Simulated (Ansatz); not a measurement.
Te, DFT, LDA, PAW with Ansatz's default frozen-core files, scalar-relativistic (Ansatz 0.2.0), run on 1 thread of Arm Neoverse V2 on a shared host.

The cell is COD entry 1531230, as deposited and not checked against the literature; nothing was relaxed. The listed cell was then made from it by scaling, straining or moving an atom.

Command: `ansatz run input.yaml --threads 1 --pin off --max-ram 6144MiB --backend cpu --events-out ev --progress --plain --runs-dir out`

```yaml
crystal:
  lattice:
    - [4.4728101969, 0.0, 0.0]
    - [-2.2364050985, 3.8735672569, 0.0]
    - [0.0, 0.0, 5.94468453]
  atoms:
    - { symbol: Te, position: [0.745, 0.0, 0.3333333333] }
    - { symbol: Te, position: [0.0, 0.745, 0.6666666667] }
    - { symbol: Te, position: [0.255, 0.255, 0.0] }
kpoints:
  mp_grid: { grid: [9, 9, 6] }
scf:
  occupations: { method: fermi_dirac, width: 0.08 }
hamiltonian:
  xc: lda
  pseudopotentials: { kind: paw }
output:
  forces: true
  stress: true
  eigenvalues: true
  efg: { contact_densities: true }
```

(1) How large is the problem that the program sets up?

(2) Estimate the wall time and the peak memory.

(3) And the same cell and mesh by all-electron PAW (datasets made for this crystal), asked for forces, stress, eigenvalues, efg, on the same hardware?

## Answers

(1) 62 irreducible k-points, 2041 plane waves at Γ, 29 bands.

(2) 14 s of wall time for 7 SCF iterations, with a peak of 0.4 GiB. Times on shared machines scatter by tens of per cent.

(3) 10 s, peak memory 0.53 GiB.
